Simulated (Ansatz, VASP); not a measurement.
## One calculation of SnSe, two programs

```
CELL_PARAMETERS angstrom
11.48810 0.00000 0.00000
0.00000 4.17041 0.00000
0.00000 0.00000 4.38566
ATOMIC_POSITIONS crystal
Sn 0.11798 0.25000 0.09507
Sn 0.38202 0.75000 0.59507
Sn 0.61798 0.25000 0.40493
Sn 0.88202 0.75000 0.90493
Se 0.35711 0.25000 0.02225
Se 0.14289 0.75000 0.52225
Se 0.85711 0.25000 0.47775
Se 0.64289 0.75000 0.97775
```

Alike in both runs: functional PBE; dispersion D3(BJ); k mesh 4 × 6 × 6; occupations gaussian, width 0.02 eV; no spin polarisation.

Ansatz relaxed the structure, and its values are those at the end. VASP's run is a single point on that final structure, the one shown.

```csv
,VASP,Ansatz
version,VASP 6.6.1,Ansatz 0.2.0
potentials or method,"VASP PAW PBE potentials, release 64 (Sn_d, Se)","scalar-relativistic, plane waves, PAW"
plane-wave cutoff (eV),520,420
valence electrons in the cell,80,120
```

```csv
,VASP,Ansatz,Ansatz less VASP
gap on the k mesh at the Fermi level (eV),0.46,0.46,+0.005
least direct gap on the mesh (eV),0.58,0.59,+0.009
pressure (GPa),0.0,0.0,-0.02
rms of the force components (eV/Å),0.008,0.002,-0.0063
```

The two sets of potentials don't hold the same shells in valence. Ansatz warned: «relaxed_geometry_near_dispersion_switch».

Caveats: spin-orbit coupling is left out, which moves the levels of the heavy elements.
